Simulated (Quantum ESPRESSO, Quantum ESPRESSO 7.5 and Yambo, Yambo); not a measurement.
# How the form of the self-energy moves the gap of AlAs (F-43m)

Wanted: the gap of AlAs (F-43m) under several approximations, with cost.

Main program and level: Quantum ESPRESSO 7.5 and Yambo 5.3.0; PBE and many-body steps on it, plane waves.

**Experimental background.**

- Gap 3.018 eV: lowest direct gap at Gamma; earlier measurement quoted from literature, technique not stated; 300 K; bulk crystal (pure AlAs, literature value used as model input) (quoted in “Simultaneous Measurement of Mid-Infrared Refractive Indices in Thin-Film Heterostructures: Methodology and Results for GaAs/AlGaAs”, 2023, arxiv:2301.08293).

### Step 1. Set-up

It takes space group F-43m (No. 216, cubic). Conventional cell: a = 5.661 Å, b = 5.661 Å, c = 5.661 Å, α = 90.00°, β = 90.00°, γ = 90.00°. Nearest to Al lie 4 As at 2.45 Å. Nearest to As lie 4 Al at 2.45 Å. Farther neighbours are not listed.

As a file:

```cif
data_structure
_symmetry_space_group_name_H-M 'P 1'
_symmetry_Int_Tables_number 1
_cell_length_a 4.0028
_cell_length_b 4.0028
_cell_length_c 4.0028
_cell_angle_alpha 60.000
_cell_angle_beta 60.000
_cell_angle_gamma 60.000
_cell_volume 45.35
loop_
_atom_site_label
_atom_site_type_symbol
_atom_site_fract_x
_atom_site_fract_y
_atom_site_fract_z
_atom_site_occupancy
Al1 Al 0.00000 0.00000 0.00000 1
As2 As 0.25000 0.25000 0.25000 1
```

The cell and positions come from the Crystallography Open Database and are kept as given unless a step says otherwise.

### Step 2. Empty states on the mesh, 4×4×4 mesh, 548 bands

This step: Quantum ESPRESSO 7.5; DFT, PBE, plane waves, norm-conserving pseudopotentials.

The sums over transitions need many empty states on a uniform mesh; this step solves for them.

pw.in reads:

```
&control
  calculation = 'nscf'
  prefix = 'x'
  outdir = 'o'
  pseudo_dir = 'pseudo'
/
&system
  ibrav = 0
  nat = 2
  ntyp = 2
  ecutwfc = 100.0
  nbnd = 548
  force_symmorphic = .true.
/
&electrons
  conv_thr = 1e-9
  electron_maxstep = 80
  diago_full_acc = .true.
  diago_thr_init = 5e-6
/
ATOMIC_SPECIES
  Al 26.982 Al.upf
  As 74.922 As.upf
CELL_PARAMETERS angstrom
  0.0000000000 2.8304000000 2.8304000000
  2.8304000000 0.0000000000 2.8304000000
  2.8304000000 2.8304000000 -0.0000000000
ATOMIC_POSITIONS crystal
  Al 0.0000000000 0.0000000000 0.0000000000
  As 0.2500000000 0.2500000000 0.2500000000
K_POINTS automatic
  4 4 4 0 0 0
```

The run is started by

```sh
$ OMP_NUM_THREADS=1 mpirun -n 8 pw.x -nk 4 -in pw.in > pw.out
```

What it wrote:

```text
Program PWSCF v.7.5 starts

     This program is part of the open-source Quantum ESPRESSO suite
     for quantum simulation of materials; please cite
         "P. Giannozzi et al., J. Phys.:Condens. Matter 21 395502 (2009);
         "P. Giannozzi et al., J. Phys.:Condens. Matter 29 465901 (2017);
         "P. Giannozzi et al., J. Chem. Phys. 152 154105 (2020);
     in publications or presentations arising from this work. More details at

     Atomic positions and unit cell read from directory:
     o/x.save/

     Message from routine setup:
[...]
67.3176  69.4646  69.4646  69.7698  70.2946  70.2946  71.7273  72.7774
     [... 57 further rows ...]
   291.5269 291.8487 291.8487 291.9771 292.0881 292.2195 292.2195 293.0667
   293.5069 293.5069 293.5665 293.8593

          k = 0.3536 0.0000 0.0000 (  5105 PWs)   bands (ev):

     [... further k-points ...]

     highest occupied, lowest unoccupied level (ev):     6.9991    8.4373

     XML data file, pseudopotentials, collected wavefunctions

=------------------------------------------------------------------------------=
   JOB DONE.
=------------------------------------------------------------------------------=
```

Elapsed: 1.9 min, on 8 MPI ranks of Arm Neoverse V1, shared host; peak memory 1.7 GiB.

Numbers from this step:

| Property | Result |
| --- | --- |
| gap | 1.438 eV |
| k of the valence top | 0, 0, 0 |
| k of the conduction bottom | 0, -0.5, -0.5 |
| least direct gap | 2.050 eV |
| k points computed | 8 |
| lowest point of the top converged band, above the valence top | 286.8602 eV |

On this mesh the gap is 1.438 eV.

The density comes from a self-consistent run that is not shown.

### Step 3. Conversion and set-up

This step: Yambo 5.3.0; conversion and set-up on PBE, plane waves, norm-conserving pseudopotentials.

The states are converted to the many-body program's format and the q mesh is built.

The run is started by

```sh
$ (cd o/x.save; p2y > p2y.log; mv SAVE ../..); yambo > setup.log
```

What it wrote:

```text
 Yambo, version 5.3.0

 [02] CORE Variables Setup
 =========================

  [02.01] Unit cells
  ==================

  Cell kind             :  FCC
  Atoms in the cell     :  Al  As
  number of Al atoms    :  1
  number of As atoms    :  1

  List of atomic masses
  Mass of Al    :  26.98200
  Mass of As    :  74.92200

  List of atomic coordinates    : [cc]
  Al1       :  0.000000  0.000000  0.000000  order 1
  As1       :  2.674340  2.674340  2.674340  order 2

  Alat factors          :  5.348681  5.348681  5.348681 [a.u.]
  Direct lattice volume :  306.0343 [a.u.]
[...]
==========================================

 IBZ Q-points                                      :   8
 BZ  Q-points                                      :   64

 K/Q-points units:
 rlu = crystal or reduced units; cc = cartesian coordinates; iku = interal k-units

 Q [1]          [rlu]:  0.000000  0.000000  0.000000
 Q [2]          [rlu]:  0.81056E-17  0.81056E-17  0.25000
 Q [3]          [rlu]: -0.16211E-16 -0.16211E-16 -0.50000
[...]
Q [7]          [rlu]:  0.19445E-16 -0.50000     -0.50000
 Q [8]          [rlu]:  0.250000 -0.500000 -0.250000

  [03.01] X indexes
  =================

   [03.01.01] Sigma indexes
   ========================

 [06] Game Over & Game summary
```

It took 4.2 s on 1 MPI rank; peak memory 0.25 GiB.

### Step 4. G0W0, Godby-Needs plasmon pole

G0W0 replaces the xc potential by the self-energy, built once from these orbitals. Only a window of levels is corrected, while the sums run over the empty bands that the input names.

This step: G0W0 on PBE, plane waves, norm-conserving pseudopotentials.

gw2.in reads:

```
HF_and_locXC
gw0
dyson
ppa
em1d
rim_cut
RandQpts= 1000000
RandGvec= 1 RL
EXXRLvcs= 100 Ry
VXCRLvcs= 400 Ry
Chimod= "HARTREE"
% BndsRnXp
 1 | 231 |
%
NGsBlkXp= 17 Ry
% LongDrXp
 1 | 1 | 1 |
%
% GbndRnge
 1 | 231 |
%
DysSolver= "n"
ExtendOut
PPAPntXp= 27.21138 eV
% QPkrange
 1 | 1 | 12 | 15 |
 7 | 7 | 12 | 15 |
%
```

The run is started by

```sh
$ OMP_NUM_THREADS=1 mpirun -n 8 yambo -F gw2.in -J gw2 -C gw2 > gw2.log
```

What it wrote:

```text
 Yambo, version 5.3.0

 [02] CORE Variables Setup
 =========================

  [... cell, symmetries and grids as in the set-up ...]

  [02.05] Energies & Occupations
  ==============================

  [X] === General ===
  [X] Electronic Temperature                        :  0.000000  0.000000 [eV K]
  [X] Bosonic    Temperature                        :  0.000000  0.000000 [eV K]
  [X] Finite Temperature mode                       : no
  [X] El. density                                   :  0.57332E+24 [cm-3]
  [X] Fermi Level                                   :  6.999082 [eV]

  [X] === Gaps and Widths ===
  [X] Conduction Band Min                           :  1.438227 [eV]
  [X] Valence Band Max                              :  0.000000 [eV]
  [X] Filled Bands                                  :  13
  [X] Empty Bands                                   :    14   548
  [X] Direct Gap                                    :  2.050208 [eV]
  [X] Direct Gap localized at k                     :  1
  [X] Indirect Gap                                  :  1.438227 [eV]
  [X] Indirect Gap between kpts                     :   1   7
  [X] Last valence band width                       :  2.822586 [eV]
  [X] 1st conduction band width                     :  2.893526 [eV]

 [03] Transferred momenta grid and indexing
 ==========================================

 IBZ Q-points                                      :   8
 BZ  Q-points                                      :   64

 K/Q-points units:
 rlu = crystal or reduced units; cc = cartesian coordinates; iku = interal k-units

 Q [1]          [rlu]:  0.000000  0.000000  0.000000
 Q [2]          [rlu]:  0.81056E-17  0.81056E-17  0.25000
 Q [3]          [rlu]: -0.16211E-16 -0.16211E-16 -0.50000
 Q [4]          [rlu]: -0.97223E-17  0.25000      0.25000
 Q [5]          [rlu]:  0.15221E-16  0.25000      0.50000
 Q [6]          [rlu]: -0.71722E-16  0.25000     -0.25000
 Q [7]          [rlu]:  0.19445E-16 -0.50000     -0.50000
 Q [8]          [rlu]:  0.250000 -0.500000 -0.250000

 [04] Coloumb potential Random Integration (RIM)
 ===============================================

  [04.01] RIM initialization
  ==========================

  * Diagonal components only detected *

  8 x (sBL volume)        :  0.101316 [a.u.]
  sBZ random points       :  1000000
  Points outside the sBZ  :   7968281
  RL volume               :  0.810531 [a.u.]
  Integrated volume       :  0.813757 [a.u.]

  [04.02] RIM integrals
  =====================

  Gamma point sphere radius             :  0.084562 [a.u.]
  Points outside the sphere             :   800476
  [Int_sBZ(q=0) 1/q^2]*(Vol_sBZ)^(-1/3) =:  7.776341
                                 should be <:  7.795600

  Summary of Coulomb integrals for non-metallic bands |Q|[au] RIM/Bare

  Q [1] 0.100000E-4 0.997530 * Q [2] 0.254334 1.068862
  Q [4] 0.293679 1.067204 * Q [6] 0.415325 1.029264
  Q [5] 0.487012 1.022872 * Q [3] 0.508667 1.020326
  Q [7] 0.587358 1.017560 * Q [8] 0.656687 1.014592

 [WARNING] [Xp] User bands 1-231 break level degeneracy

 [05] Dipoles
 ============

  [05.01] Setup: observables and procedures
  =========================================

 [06] Dynamic Dielectric Matrix (PPA)
 ====================================

 [SLK-Inversion]  Pools        :  2
 [SLK-Inversion]  BLACS grid   :  2  2

 [WR./gw2//ndb.pp]---------------------------------------------------------------
  Brillouin Zone Q/K grids (IBZ/BZ)                :    8   64    8   64
  RL vectors                                       :   6183 [WF]
  Coulomb cutoff potential                         : none
  Electronic Temperature                           :  0.000000 [K]
  Bosonic    Temperature                           :  0.000000 [K]
  PPA    diel. fun.  energies                      : Perdew, Burke & Ernzerhof(X)+Perdew, Burke & Ernzerhof(C)
  wavefunctions                                    : Perdew, Burke & Ernzerhof(X)+Perdew, Burke & Ernzerhof(C)
  Global Gauge                                     : length
  X matrix size                                    :   387
  X band range                                     :    1  231
  X e/h energy range                               : -1.000000 -1.000000 [eV]
  X Time ordering                                  : R
  X Hxc Kernel                                     : HARTREE
  X Drude frequency                                :  0.000000  0.000000
  X poles                                          :  100.0000 [o/o]
  RL vectors in the sum                            :   6183
  [r,Vnl] included                                 : yes
  Field direction                                  :  0.577350E-5  0.577350E-5  0.577350E-5
  BZ energy Double Grid                            : no
  BZ energy DbGd points                            : 0
  BZ Q point size factor                           : -1.000000
  X Optical Averaged directions                    : none

 [07] Local Exchange-Correlation + Non-Local Fock
 ================================================

 [VXC] Plane waves :   41151
 [EXS] Plane waves :   5161

 QP @ state[ 1 ] K range:  1  1
 QP @ state[ 1 ] b range:  12  15
 QP @ state[ 2 ] K range:   7   7
 QP @ state[ 2 ] b range:  12  15

 [xc] Functional : Perdew, Burke & Ernzerhof(X)+Perdew, Burke & Ernzerhof(C)
 [xc] LIBXC used to calculate xc functional
  PP Number of Atomic Species                      :  2
  NLCC RL compoments                               :   41151
  PP Number of Atomic Species                      :  2
  NLCC RL compoments                               :   41151

 [xc] E_xc :  -24.76065 [Ha]
      E_xc :  -49.52129 [Ry]

  Local XC kind (lXC) : Perdew, Burke & Ernzerhof(X)+Perdew, Burke & Ernzerhof(C)
  Non-Local XC kind (nlXC) : Hartree-Fock

  Corrections @ K [1] :  [eV]
 <12|nlXC|12> = -14.93173  0.10953E-16 <12|lXC|12> = -13.05898 -0.23602E-16
 <13|nlXC|13> = -14.93154  0.15509E-16 <13|lXC|13> = -13.05898  0.000000
 <14|nlXC|14> = -7.748134  0.15376E-17 <14|lXC|14> = -11.86046 -0.18882E-15
 <15|nlXC|15> = -5.132719 -0.23305E-17 <15|lXC|15> = -9.566490  0.23602E-16

  Corrections @ K [7] :  [eV]
 <12|nlXC|12> = -14.37572  0.18527E-16 <12|lXC|12> = -11.61168  0.47204E-16
 <13|nlXC|13> = -14.37584  0.14087E-16 <13|lXC|13> = -11.61168 -0.11801E-15
 <14|nlXC|14> = -4.804412 -0.44542E-17 <14|lXC|14> = -8.425286  0.000000
 <15|nlXC|15> = -5.313114 -0.30158E-17 <15|lXC|15> = -9.143182 -0.47204E-16

 [08] Dyson equation: Newton solver
 ==================================

  [08.01] G0W0 (W PPA)
  ====================

  [  GW  ] Bands range     :    1  231
  [GW/PPA] G damping       :  0.100000 [eV]

  QP @ state[ 1 ] K range:  1  1
  QP @ state[ 1 ] b range:  12  15
  QP @ state[ 2 ] K range:   7   7
  QP @ state[ 2 ] b range:  12  15

   Sc/G bands                                       :    1  231
   Sc/G damping                                     :  0.100000 ev
   Sc bands terminator                              : no
   Sx RL components                                 :   5161

   QP @ state[ 1 ] K range                          :  1  1
   QP @ state[ 1 ] b range                          :  12  15
   QP @ state[ 2 ] K range                          :   7   7
   QP @ state[ 2 ] b range                          :  12  15
   GF energies kind                                 : Perdew, Burke & Ernzerhof(X)+Perdew, Burke & Ernzerhof(C)
   GF WF`s kind                                     : Perdew, Burke & Ernzerhof(X)+Perdew, Burke & Ernzerhof(C)
   Xs energies kind                                 : Perdew, Burke & Ernzerhof(X)+Perdew, Burke & Ernzerhof(C)
   Xs WF`s kind                                     : Perdew, Burke & Ernzerhof(X)+Perdew, Burke & Ernzerhof(C)

 [11] Game Over & Game summary
```

Wall time 6.2 min (8 MPI ranks); peak memory 4 GiB; 44 min of CPU time.

This step gave:

```
G0W0 gap on the points computed              : 2.048 eV
starting gap on the mesh                     : 1.438 eV
k of the valence top                         : 0, 0, 0
k of the conduction bottom                   : 0, -0.5, -0.5
least direct G0W0 gap on the computed points : 2.845 eV
Z at the valence top                         : 0.7873
Z at the conduction bottom                   : 0.8044
```

The gap on the mesh goes from 1.44 eV to 2.05 eV, a correction of +0.61 eV.

(Part 1 of 2 ends here.)

[Paths, hosts, dates, memory and timing lines, banners, echoed tables and standing remarks are left out of the program output.]

[Logs are printed without paths, hosts, clocks, repeated set-up lines and the standing remarks that a program may print on its own settings, such as how far it seeks lower states.]

[Runs of the session that timed out or met a known fault of the program may be left out.]

[Hosts, paths, dates, database ids (printed as entryN), source tags and the programs' standing remarks are cut or masked in the printed files.]
